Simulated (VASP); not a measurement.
# VASP inputs for PbSe (rocksalt)

INCAR

```
GGA = PS
LASPH = .TRUE.
LCHARG = .FALSE.
IBRION = 2
NBANDS = 17
LREAL = .FALSE.
EDIFF = 1E-7
PREC = Accurate
NELM = 120
SIGMA = 0.02
NSW = 40
ENCUT = 600
EDIFFG = -5E-3
ISIF = 3
LWAVE = .FALSE.
ISMEAR = -1
```

KPOINTS

```
KPOINTS created by Atomic Simulation Environment
0
Gamma
6 6 6
0 0 0
```

POSCAR

```
Pb Se
 1.0000000000000000
    -0.0000000000000000    3.1086758719996124    3.1086758719996115
     3.1086758719996124   -0.0000000000000000    3.1086758719996115
     3.1086758719996124    3.1086758719996124    0.0000000000000000
 Pb  Se
   1   1
Cartesian
  0.0000000000000000 -0.0000000000000000 -0.0000000000000000
  3.1086758719996124  3.1086758719996124  3.1086758719996115
```

VASP ran with the recommended PBE PAW datasets (20 valence electrons in the cell).

**Question.** Estimate the main results of this run.

**Answer.** relaxed cell vector lengths 4.315, 4.315, 4.315 Å; relaxed cell volume 56.80 Å³.
